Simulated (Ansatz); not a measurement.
# Fe (P6_3/mmc) in Ansatz: notebook

Runs on Fe. Level: PBEsol. Tasks: relaxation of cell and atoms.

Program: Ansatz 0.2.0. These are calculated values, not measurements. Logs are shortened: lines on timing, memory, paths and dates and some standing lists are left out, and cuts for length are marked.

### 1 The structure

It takes space group P6_3/mmc (No. 194, hexagonal). Conventional cell: a = 2.434 Å, b = 2.434 Å, c = 3.842 Å, α = 90.00°, β = 90.00°, γ = 120.00°. Fe (site symmetry -6m2) has 12 Fe at 2.38 to 2.43 Å as nearest neighbours.

This isn't the form of Fe at room conditions, which is bcc.

### 2 Relaxation of cell and atoms, PBEsol, collinear spin, ferromagnetic start, target pressure 5 GPa, at which the enthalpy is minimised

The input, input.yaml:

```yaml
crystal:
  lattice:
    - [2.4341575853, 0.0, 0.0]
    - [-1.2170787927, 2.1080423057, 0.0]
    - [0.0, 0.0, 3.84193447]
  atoms:
    - { symbol: Fe, position: [0.6666666667, 0.3333333333, 0.75], spin: 3.0 }
    - { symbol: Fe, position: [0.3333333333, 0.6666666667, 0.25], spin: 3.0 }
hamiltonian:
  xc: pbesol
  pseudopotentials: { kind: paw }
magnetization:
  spin_polarized: true
kpoints:
  mp_grid: { grid: [12, 12, 7] }
scf:
  occupations: { method: fermi_dirac, width: 0.05 }
output:
  forces: true
  stress: true
  eigenvalues: true
  write_density: true
  write_potential: true
  elf: true
  volumetric_format: npy
relax:
  f_tol: 0.01
  max_steps: 40
  cell: { stress_tol: 0.05, p_target: 5.0 }
```

Potentials or basis: Ansatz PAW.

Run with:

```sh
$ ansatz run input.yaml --threads 2 --pin off --max-ram 5632MiB --backend cpu --events-out ev --progress --plain --runs-dir out
```

The log of the run:

```text
Warning: RAYON_NUM_THREADS=2 ignored (pool sized by the plan → 2); use --threads N
Engine: ansatz 0.2.0, aarch64-unknown-linux-gnu
Pseudopotentials: kind: paw
Pseudopotential: Fe, paw, valence charge 16, recommended cutoff 420 eV (normal), Fe.paw.azcp
Functional definition: PBEsol
  exchange = pbesol_x
  correlation = pbesol_c
Crystal: 2 atoms, lattice volume = 19.714 Å³
Basis set: ecut = 420 eV, 391 PW (Γ), exchange–correlation on 36×36×54 points (8 copies of the dense FFT grid, shifted against one another)
Bands: 23, of which v1, the nominal top of the filled ones, is band 16 counted from 1 (15 counted from 0)
Symmetry: 24 space group operations
Space group: P63/mmc (ITA 194), of the structure as read, at distance tolerance 2.7e-5 Å
Magnetic group: BNS 194.263 (UNI 1493), of the structure as read, at distance tolerance 2.7e-5 Å
k-points: 76 of 1008
Non-local potential: Fe, projectors of the file, l = 0: 3, l = 1: 2, l = 2: 3, l = 3: 1
PAW form: soft (Blöchl's): semilocal exchange-correlation on the pseudo side does not see the compensation charge
PAW frozen core: Fe, regenerated for the run's functional, and the local potential with it (the file was generated under x = pbe(κ = 0.804, μ = 0.2195149727645171), c = pbe(β = 0.06672455060314922))
PAW one-centre angular grid: Fe, 590 points (default); XC on 64 Gauss nodes
Initial density: superposition of atomic densities (chi_scale 0.1, normalization cell)
Starting moments: Σ|m| = 6 μB on 2 of 2 sites
Initial wavefunctions: pseudopotential atomic-orbital guess
Functional: x = pbesol(κ = 0.804, μ = 0.12345679012345678), c = pbesol(β = 0.046)
SCF iter   1: F=—  HF=-8896.170850 eV  |F-HF|=—  |Δ(HF+E_count)|=         —  Δρ=1.21e-1 (↑1.21e-1 ↓6.54e-2)  dr2=3.67e0  dr2_m=3.93e-1  M=4.683 μB ∫|m|=4.746 μB  β_m=0.30  ethr=3.10e-3  ⟨swp⟩=5.1  Hψ=13265  notcnv=0
Mixer restart at iter 1: flushing history
preconditioner: auto → none  [metal: Δε(μ)=0.001 eV  Ē_g=10.109 eV  σ=0.050 eV  W_gap=0.00  n_scr=2 (ndim 8)  ℏωp=33.5 eV  f_vac=0.000  D(μ)=3.78/eV (n_scr^D=66)  sad-step TF]
SCF iter   2: F=—  HF=-8895.160414 eV  |F-HF|=—  |Δ(HF+E_count)|=    1.01e0  Δρ=4.40e-2 (↑4.40e-2 ↓2.97e-2)  dr2=4.78e-1  dr2_m=1.04e-1  M=4.790 μB ∫|m|=4.854 μB  β_m=0.38  ethr=3.10e-3  ⟨swp⟩=3.3  Hψ=7012  notcnv=0  defer=225
SCF iter   3: F=—  HF=-8895.942531 eV  |F-HF|=—  |Δ(HF+E_count)|=   7.82e-1  Δρ=1.78e-2 (↑1.44e-2 ↓1.78e-2)  dr2=8.36e-3  dr2_m=4.19e-2  M=4.698 μB ∫|m|=4.771 μB  β_m=0.60  ethr=1.49e-3  ⟨swp⟩=2.2  Hψ=4666  notcnv=0  defer=224
SCF iter   4: F=—  HF=-8900.371393 eV  |F-HF|=—  |Δ(HF+E_count)|=         —  Δρ=3.37e-1 (↑3.37e-1 ↓2.81e-1)  dr2=4.26e-1  dr2_m=1.72e1  M=0.182 μB ∫|m|=0.336 μB  β_m=1.00  ethr=2.61e-5  ⟨swp⟩=3.3  Hψ=8416  notcnv=0  defer=226
Mixer restart at iter 4: flushing history
SCF iter   5: F=—  HF=-8898.930914 eV  |F-HF|=—  |Δ(HF+E_count)|=    1.44e0  Δρ=1.00e-1 (↑8.12e-2 ↓1.00e-1)  dr2=3.91e0  dr2_m=1.74e-2  M=0.164 μB ∫|m|=0.203 μB  β_m=0.60  ethr=1.56e-4  ⟨swp⟩=3.9  Hψ=9948  notcnv=0  defer=126
SCF iter   6: F=—  HF=-8899.564506 eV  |F-HF|=—  |Δ(HF+E_count)|=   6.34e-1  Δρ=1.18e-1 (↑1.18e-1 ↓9.05e-2)  dr2=4.99e0  dr2_m=3.70e-2  M=0.034 μB ∫|m|=0.065 μB  β_m=0.40  ethr=1.56e-4  ⟨swp⟩=4.2  Hψ=11813  notcnv=0  defer=74
[... 72 lines left out ...]
SCF converged after 8 iterations
Magnetization: 0.0000 μB (16.0000 up, 16.0000 down)
Absolute magnetization: 0.0000 μB (∫|ρ↑−ρ↓|, with the PAW one-centre terms)
Spin contamination: 0.0000 ħ² per cell (⟨S²⟩ above its minimum at these occupations)
Per-site moments (μB) at R_I (Å): [(3.0882142172729206e-9, 0.9767382955187487), (3.088213762377199e-9, 0.9767382955187487)]
Free energy (F): -8897.759419 eV
Harris-Foulkes:  -8897.759419 eV  (|F-HF|=1.82e-12)
Internal energy: -8897.740523 eV  (E = F + TS)
E sigma→0 (E₀):  -8897.749971 eV
Entropy (-TS):   -0.018896 eV (-9.448 meV/atom)
Fermi energy:    22.318742 eV
--- Per-component energies (eV) ---
  E_band       = -315.491642
  E_kinetic    = 715.081431
  E_local      = -3718.807783  (includes V_loc(G=0)·N_el)
  E_nonlocal   = 427.806263
  E_hartree    = 1578.106113
  E_xc         = -239.153204
  E_vxc        = -309.424854  (∫ρ·V_xc dr)
  E_paw        = -2663.949542  (= ΣΔE_a)
  E_vpaw       = -586.361041  (= ΣTr[D̂ρ^β])
  E_aug_tail   = 0.002178  (compensation charges beyond the density's cutoff)
  E_ewald      = -4997.184381
  E_core_change = 0.358403  (= ΣΔE_core)
  E_smearing   = -0.018896  (= −TS)
  E_closure    = 0.000000  (closes the sum)
  Σ components = -8897.759419   (vs F -8897.759419, Δ=0.00e0)
--- Forces (eV/Å), atoms counted from 1 ---
  atom   1  Fe    -0.00000000    -0.00000000     0.00000000
  atom   2  Fe     0.00000000     0.00000000    -0.00000000
  max |Σ_I F_I| component: 9.25e-18 eV/Å
--- Stress (GPa, compression-positive) ---
        4.968720       0.000000       0.000000
        0.000000       4.968720      -0.000000
        0.000000      -0.000000       4.979688
  P = ⅓ Tr σ = 4.9724 GPa (49.724 kbar)
--- Band table (eV; the first three rows and the last of 152) ---
  k-point 0 ↑: bands = ["-64.7573", "-64.5881", "-31.2865", "-30.6289", "-30.6289", "-30.5142", "-30.5142", "-30.4986", "12.9142", "16.9513", "20.4868", "20.4868", "20.6134", "20.9972", "20.9972", "21.3915", "21.3915", "22.7027", "23.0855", "23.0855", "31.5245", "43.9863", "47.6709"]
  k-point 1 ↑: bands = ["-64.7489", "-64.5965", "-31.2487", "-30.6233", "-30.6233", "-30.5389", "-30.5198", "-30.5198", "13.1534", "16.9239", "20.3966", "20.3966", "20.5244", "20.9024", "20.9024", "21.5975", "21.5975", "22.0134", "23.0812", "23.0812", "32.6121", "43.8187", "47.1497"]
  k-point 2 ↑: bands = ["-64.7255", "-64.6200", "-31.1422", "-30.6511", "-30.6074", "-30.6074", "-30.5358", "-30.5358", "13.8414", "16.7018", "20.2932", "20.2932", "20.2963", "20.6812", "20.6812", "20.7854", "22.0231", "22.0231", "23.0172", "23.0172", "35.1418", "43.2640", "45.8230"]
  k-point 75 ↓: bands = ["-64.5732", "-64.5732", "-31.1043", "-31.1043", "-30.9537", "-30.8978", "-30.6342", "-30.6342", "18.5691", "18.6567", "18.6567", "18.7739", "19.8790", "19.8790", "21.4134", "21.7112", "23.1128", "23.1128", "29.5947", "29.5947", "30.7526", "32.1368", "34.4084"]
--- Relaxed structure (4 steps of the walk, 4 accepted, 1 SCFs on fresh bases) ---
  F+E_penalty+E_count = -8897.75941884 eV   max|allowed force component| = 2.660e-17 eV/Å   (the final SCF, on the basis selected at the relaxed cell)
  cell:  # Å, volume = 19.3339 Å³
    - [2.4151078247169706, 2.8641619757873248e-11, 2.3138502987029024e-34]
    - [-1.2075539123832897, 2.0915447290691507, 8.361377261435494e-34]
    - [3.6520483612720453e-34, 1.7347229716042214e-33, 3.8275145870229537]
  atoms:
    - { symbol: Fe, position: [0.6666666666666666, 0.33333333333333326, 0.7500000000000001] }
    - { symbol: Fe, position: [0.33333333333333326, 0.6666666666666666, 0.25] }
```

v_z.tsv:

```text
# z_ang	v_es[eV]	v_tot_up[eV]	v_tot_dn[eV]
# format = ansatz-planar-average/11
# xc	pbesol
# density_cutoff_ev	1680
# datasets	Fe=:simpson_from_first_knot:soft:shift=-844433
# lattice	2.415107825	0.000000000	0.000000000
# lattice	-1.207553912	2.091544729	0.000000000
# lattice	0.000000000	0.000000000	3.827514587
# sites	2
# site	26	1.207553912	0.697181576	2.870635940
# site	26	-0.000000000	1.394363153	0.956878647
0.000000	1.971412e1	7.804464e0	7.804464e0
0.141760	1.849324e1	6.387513e0	6.387513e0
0.283520	1.530134e1	2.597717e0	2.597717e0
0.425279	1.110591e1	-2.502160e0	-2.502160e0
0.567039	6.956598e0	-7.656299e0	-7.656299e0
0.708799	3.675566e0	-1.183214e1	-1.183214e1
[... 19 lines left out ...]
3.543995	1.530134e1	2.597717e0	2.597717e0
3.685755	1.849324e1	6.387513e0	6.387513e0
```

It took 18 s on 2 threads of Arm Neoverse V1, shared host; peak memory 0.33 GiB.

Results:

```
Free energy                                            : -8897.7594 eV
Relaxed volume                                         : 9.67 Å³/atom
Relaxed cell                                           : a = 2.415 Å, b = 2.415 Å, c = 3.828 Å, α = 90.00°, β = 90.00°, γ = 120.00°
Space group after relaxing (to 0.05 Å)                 : P6_3/mmc (No. 194)
Energy change on relaxing (the enthalpy is what falls) : +1.9 meV/atom
Ionic steps                                            : 5
Pressure after relaxing                                : 5.0 GPa
Band gap on the k mesh                                 : none (metal or under the smearing width)
Net moment                                             : 0.00 μB per cell
Absolute moment                                        : 0.00 μB per cell
```

Step by step:
```tsv
step	energy change (eV)	largest force (eV/Å)	volume (Å³)
1	0.0000	0.0000	19.71
2	0.0001	0.0000	19.49
3	0.0036	0.0000	19.33
4	0.0035	0.0000	19.33
5	0.0037	0.0000	19.33
```

Final structure:
```
Fe
1.0
     2.41511    0.00000    0.00000
    -1.20755    2.09154    0.00000
     0.00000    0.00000    3.82751
Fe
2
Direct
  0.66667 0.33333 0.75000
  0.33333 0.66667 0.25000
```

Levels at points of the mesh, in eV from the Fermi level:
Spin up:
```tsv
k point	band 12	band 13	band 14	band 15	band 16	band 17	band 18	band 19	band 20	band 21
(0.00, 0.00, 0.00)	-1.83	-1.71	-1.32	-1.32	-0.93	-0.93	0.38	0.77	0.77	9.21
(0.00, -0.50, 0.00)	-2.26	-2.15	-1.70	-1.20	0.89	1.14	1.17	2.84	5.08	11.62
```
Spin down:
| k point | band 14 | band 15 | band 16 | band 17 | band 18 | band 19 |
| --- | --- | --- | --- | --- | --- | --- |
| (0.00, 0.00, 0.00) | -1.32 | -1.32 | -0.93 | -0.93 | 0.38 | 0.77 |
| (0.00, -0.50, 0.00) | -1.70 | -1.20 | 0.89 | 1.14 | 1.17 | 2.84 |

Caveat: the starting moments collapsed, and a magnetic state may lie lower; the plane-wave basis is chosen anew once the cell has moved, so the energies of steps on either side of that aren't comparable; the PAW data sets come from PBE, with cores solved anew for the run's functional, which leaves a small shift of forces and pressure; the starting moments weren't kept.

### 3 Relaxation of cell and atoms, PBEsol, collinear spin, ferromagnetic start, target pressure 10 GPa, at which the enthalpy is minimised

Changes to input.yaml since step 2:

```diff
@@ -21,6 +21,2 @@
   eigenvalues: true
-  write_density: true
-  write_potential: true
-  elf: true
-  volumetric_format: npy
 relax:
@@ -28,2 +24,2 @@
   max_steps: 40
-  cell: { stress_tol: 0.05, p_target: 5.0 }
+  cell: { stress_tol: 0.05, p_target: 10.0 }
```

Potentials or basis: Ansatz PAW.

Run with:

```sh
$ ansatz run input.yaml --threads 2 --pin off --max-ram 5632MiB --backend cpu --events-out ev --progress --plain --runs-dir out
```

It took 17 s on 2 threads of Arm Neoverse V1, shared host; peak memory 0.33 GiB.

The run converged. Its results:

- Free energy: -8897.7470 eV
- Relaxed volume: 9.53 Å³/atom
- Relaxed cell: a = 2.404 Å, b = 2.404 Å, c = 3.811 Å, α = 90.00°, β = 90.00°, γ = 120.00°
- Space group after relaxing (to 0.05 Å): P6_3/mmc (No. 194)
- Energy change on relaxing (the enthalpy is what falls): +8.1 meV/atom
- Ionic steps: 5
- Pressure after relaxing: 10.0 GPa
- Band gap on the k mesh: none (metal or under the smearing width)
- Net moment: 0.00 μB per cell
- Absolute moment: 0.00 μB per cell

Step by step:
| step | energy change (eV) | largest force (eV/Å) | volume (Å³) |
| --- | --- | --- | --- |
| 1 | 0.0000 | 0.0000 | 19.71 |
| 2 | 0.0039 | 0.0000 | 19.32 |
| 3 | 0.0166 | 0.0000 | 19.05 |
| 4 | 0.0157 | 0.0000 | 19.07 |
| 5 | 0.0162 | 0.0000 | 19.07 |

Final structure:
```cif
data_structure
_symmetry_space_group_name_H-M 'P 1'
_symmetry_Int_Tables_number 1
_cell_length_a 2.4036
_cell_length_b 2.4036
_cell_length_c 3.8107
_cell_angle_alpha 90.000
_cell_angle_beta 90.000
_cell_angle_gamma 120.000
_cell_volume 19.07
loop_
_atom_site_label
_atom_site_type_symbol
_atom_site_fract_x
_atom_site_fract_y
_atom_site_fract_z
_atom_site_occupancy
Fe1 Fe 0.66667 0.33333 0.75000 1
Fe2 Fe 0.33333 0.66667 0.25000 1
```

Levels at points of the mesh, in eV from the Fermi level:
Spin up:
| k point | band 12 | band 13 | band 14 | band 15 | band 16 | band 17 | band 18 | band 19 | band 20 | band 21 |
| --- | --- | --- | --- | --- | --- | --- | --- | --- | --- | --- |
| (0.00, 0.00, 0.00) | -1.87 | -1.74 | -1.35 | -1.35 | -0.94 | -0.94 | 0.39 | 0.78 | 0.78 | 9.35 |
| (0.00, -0.50, 0.00) | -2.28 | -2.19 | -1.73 | -1.22 | 0.91 | 1.16 | 1.19 | 2.89 | 5.17 | 11.76 |
Spin down:
```tsv
k point	band 13	band 14	band 15	band 16	band 17	band 18	band 19	band 20
(0.00, 0.00, 0.00)	-1.74	-1.35	-1.35	-0.94	-0.94	0.39	0.78	0.78
(0.00, -0.50, 0.00)	-2.19	-1.73	-1.22	0.91	1.16	1.19	2.89	5.17
```

Caveat: the starting moments collapsed, and a magnetic state may lie lower; the plane-wave basis is chosen anew once the cell has moved, so the energies of steps on either side of that aren't comparable; the PAW data sets come from PBE, with cores solved anew for the run's functional, which leaves a small shift of forces and pressure; the starting moments weren't kept.

(Part 1 of 2 ends here.)
